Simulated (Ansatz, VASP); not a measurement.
## BiTe: VASP beside Ansatz

```
Bi Te
1.0
     0.00000    3.23500    3.23500
     3.23500    0.00000    3.23500
     3.23500    3.23500    0.00000
Bi Te
1 1
Direct
  0.00000 0.00000 0.00000
  0.50000 0.50000 0.50000
```

Alike in both runs: functional LDA; k mesh 7 × 7 × 7; occupations fermi-dirac, width 0.05 eV; no spin polarisation.

```csv
,VASP,Ansatz
version,VASP 6.6.1,Ansatz 0.2.0
potentials or method,"VASP PAW LDA potentials, release 64 (Bi_d, Te), cutoff 520 eV","all-electron LAPW, scalar-relativistic"
task,single point,band structure
```

|  | VASP | Ansatz | Ansatz less VASP |
| --- | --- | --- | --- |
| gap on the k mesh at the Fermi level (eV) | none | none | - |
| pressure (GPa) | -2.6 | -2.6 | -0.02 |

A gap of «none» marks a metal or a gap that the smearing closes. Ansatz ran all-electron here, so the differences hold the error of VASP's frozen core and of both bases.

Caveats: spin-orbit coupling is left out, which moves the levels of the heavy elements.
